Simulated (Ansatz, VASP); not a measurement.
# Equation of state of NiO under PBE

The structure is cubic, space group Fm-3m (No. 225). Conventional cell: a = 4.183 Å, b = 4.183 Å, c = 4.183 Å, α = 90.00°, β = 90.00°, γ = 90.00°. Ni (site symmetry m-3m) has 6 O at 2.09 Å as nearest neighbours. O (site symmetry m-3m) is surrounded by 6 Ni at 2.09 Å.

The cell was scaled at fixed shape and fractions and run with VASP, PBE PAW files Ni, O, 520 eV; PBE, k mesh 11 × 11 × 11 on the cell of 2 atoms, fermi-dirac occupations of 0.05 eV, collinear spin, ferromagnetic start, no spin-orbit coupling. Energies are those that the program minimises, any entropy of the smearing included. For a metal such a mesh isn't converged to the digits shown. The magnetic state is the one that the start led to, which needn't be the lowest.

```csv
V (Å³/atom),energy over the lowest row (meV/atom)
8.5977,36.28
8.7806,20.13
8.9636,9.14
9.1465,2.59
9.3294,0.00
9.5124,?
9.6953,5.79
```

**Question.** Fit the third-order Birch-Murnaghan form, give V0, B0 and B′, and predict the energy left open.

**Answer.** With y = (V0/V)^(2/3), E = E0 + (9 V0 B0/16) [(y - 1)³ B′ + (y - 1)² (6 - 4y)]. Least squares through the rows shown give V0 = 9.3587 Å³/atom, E0 = 0.00 meV, B0 = 162.5 GPa (1 eV/Å³ = 160.218 GPa) and B′ = 4.12, with a largest miss of 0.06 meV. At V = 9.5124 the form with these constants gives 1.24 meV; the run gave 1.15 meV an atom. Other set-ups at this level, from all their volumes (Å³/atom, GPa): Ansatz, Ansatz PAW (earlier soft set): V0 9.383, B0 167.8.

The fit gives an equilibrium volume of 9.3587 Å³/atom, larger than the measured one, and a bulk modulus of 162.5 GPa, on the soft side of experiment. Part of this is probably the usual underbinding of PBE. Part may come from the spin order: a cell with a single Ni can't hold the antiferromagnetic arrangement of real NiO, whose superexchange through linear Ni-O-Ni bridges favours shorter bonds.

The resistance to compression is that of an ionic oxide, where overlap repulsion between the O 2p shell and the Ni shells rises faster than the Madelung attraction, helped by occupied e_g states that are σ-antibonding towards oxygen. The omitted point is an interpolation near the minimum, so its close prediction supports the curve there but hardly tests B′. The other set-up has both a larger volume and a higher modulus, against the usual inverse relation, which suggests that the difference in stiffness reflects the potentials or the fit rather than bond length alone.
